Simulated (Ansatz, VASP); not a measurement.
**GaN in VASP and in Ansatz**

```
Ga N
1.0
     0.00000    2.10852    2.10852
     2.10852    0.00000    2.10852
     2.10852    2.10852    0.00000
Ga N
1 1
Direct
  0.50000 0.50000 0.50000
  0.00000 0.00000 0.00000
```

Alike in both runs: task single point; functional PBE; k mesh 8 × 8 × 8; occupations fermi-dirac, width 0.5 eV; no spin polarisation.

```csv
,VASP,Ansatz
version,VASP 6.6.1,Ansatz 0.2.0
potentials or method,"VASP PAW PBE potentials, release 64 (Ga_d, N)",plane waves
plane-wave cutoff (eV),520,420
valence electrons in the cell,18,18
```

|  | VASP | Ansatz | Ansatz less VASP |
| --- | --- | --- | --- |
| pressure (GPa) | 11.4 | 10.5 | -0.87 |
